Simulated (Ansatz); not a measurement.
Wires are cut from relaxed bulk Al (Fm-3m, 16.19 Å³/atom, gap on the mesh 0.00 eV); atoms and period are relaxed, and energies count from that bulk.

Method: DFT PBEsol, scalar-relativistic, plane waves, PAW in Ansatz 0.2.0.

Cutoff 420 eV; k points 1×1×19 on the computed 18-atom cell (Γ-centred); Gaussian smearing, width 0.05 eV; no spin polarisation.

Start ([110] wire, 18 host atoms a period):

```xyz
18
Lattice="17.5000 0.0000 0.0000 0.0000 17.3000 0.0000 0.0000 0.0000 2.8394" Properties=species:S:1:pos:R:3 pbc="T T T"
Al    4.4908   12.6656    0.0000
Al    4.4908    8.6500    0.0000
Al    4.4908    4.6344    0.0000
Al   10.1697   12.6656    0.0000
Al   10.1697    8.6500    0.0000
Al   10.1697    4.6344    0.0000
Al    8.7500   10.6578    1.4197
Al    8.7500    6.6422    1.4197
Al    5.9106   10.6578    1.4197
Al    5.9106    6.6422    1.4197
Al   11.5894   10.6578    1.4197
Al   11.5894    6.6422    1.4197
Al    7.3303   12.6656    0.0000
Al    7.3303    8.6500    0.0000
Al    7.3303    4.6344    0.0000
Al   13.0092   12.6656    0.0000
Al   13.0092    8.6500    0.0000
Al   13.0092    4.6344    0.0000
```

Relax it.

The free energy falls by 34 meV/atom.

```
excess energy (eV per host atom) : 0.443
line energy (eV/Å)               : 2.938
period (Å)                       : 2.716
gap on the mesh (eV)             : 0
```

Relaxed structure:
```yaml
crystal:
  lattice:
    - [17.50000, 0.00000, 0.00000]
    - [0.00000, 17.30000, 0.00000]
    - [0.00000, 0.00000, 2.71566]
  atoms:
    - { symbol: Al, position: [0.26929, 0.74401, 0.00000] }
    - { symbol: Al, position: [0.26209, 0.50000, 0.00000] }
    - { symbol: Al, position: [0.26929, 0.25599, 0.00000] }
    - { symbol: Al, position: [0.57703, 0.73576, 0.00000] }
    - { symbol: Al, position: [0.58053, 0.50000, 0.00000] }
    - { symbol: Al, position: [0.57703, 0.26424, 0.00000] }
    - { symbol: Al, position: [0.50000, 0.61506, 0.50000] }
    - { symbol: Al, position: [0.50000, 0.38494, 0.50000] }
    - { symbol: Al, position: [0.33554, 0.61960, 0.50000] }
    - { symbol: Al, position: [0.33554, 0.38040, 0.50000] }
    - { symbol: Al, position: [0.66446, 0.61960, 0.50000] }
    - { symbol: Al, position: [0.66446, 0.38040, 0.50000] }
    - { symbol: Al, position: [0.42297, 0.73576, 0.00000] }
    - { symbol: Al, position: [0.41947, 0.50000, 0.00000] }
    - { symbol: Al, position: [0.42297, 0.26424, 0.00000] }
    - { symbol: Al, position: [0.73071, 0.74401, 0.00000] }
    - { symbol: Al, position: [0.73791, 0.50000, 0.00000] }
    - { symbol: Al, position: [0.73071, 0.25599, 0.00000] }
```

Each run keeps its start's symmetry and one magnetic start, so lower states can exist.

The run took 4.9 min on 4 threads of Intel(R) Xeon(R) Processor @ 2.50GHz (Skylake/Cascade Lake), with other jobs on the host, peak memory 1.6 GiB.